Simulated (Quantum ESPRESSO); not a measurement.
**ZrS under changes of volume**

One of the cells (18.088 Å³/atom); the others are scaled copies at fixed shape and fractional positions:

```
CELL_PARAMETERS angstrom
0.00000 2.62500 2.62500
2.62500 0.00000 2.62500
2.62500 2.62500 0.00000
ATOMIC_POSITIONS crystal
Zr 0.00000 0.00000 0.00000
S 0.50000 0.50000 0.50000
```

```yaml
Program: Quantum ESPRESSO 7.5
Functional: LDA
Potentials_or_basis: GBRV 1.5 LDA
Cutoff: 612 eV
Density_cutoff: 4898 eV
k_mesh: 9 × 9 × 9
Occupations: fermi-dirac, width 0.05 eV
Spin: no spin polarisation
```

| volume (Å³/atom) | energy over the lowest point (meV/atom) | pressure (GPa) |
| --- | --- | --- |
| 17.003 | 0.00 | -0.9 |
| 17.364 | 5.67 | -4.0 |
| 17.726 | 17.87 | -6.7 |
| 18.088 | 35.83 | -9.1 |
| 18.450 | 58.97 | -11.3 |
| 18.811 | 86.71 | -13.2 |
| 19.173 | ? | ? |

Task: What does the run at 19.173 Å³/atom give?

Result: Energy over the lowest point 118.50 meV/atom; pressure -14.9 GPa.

Worked out: A Birch-Murnaghan fit of order 3 (a polynomial in V^(-2/3)) to the other rows has its minimum at 16.89 Å³/atom, just outside them, with B0 = V·E''(V) = 154 GPa and B' = 4.2. It gives 118.66 meV/atom at 19.173 Å³/atom, against the run's 118.50, and -dE/dV = -15.0 GPa, against -14.9.

Energies are extrapolated to zero smearing.
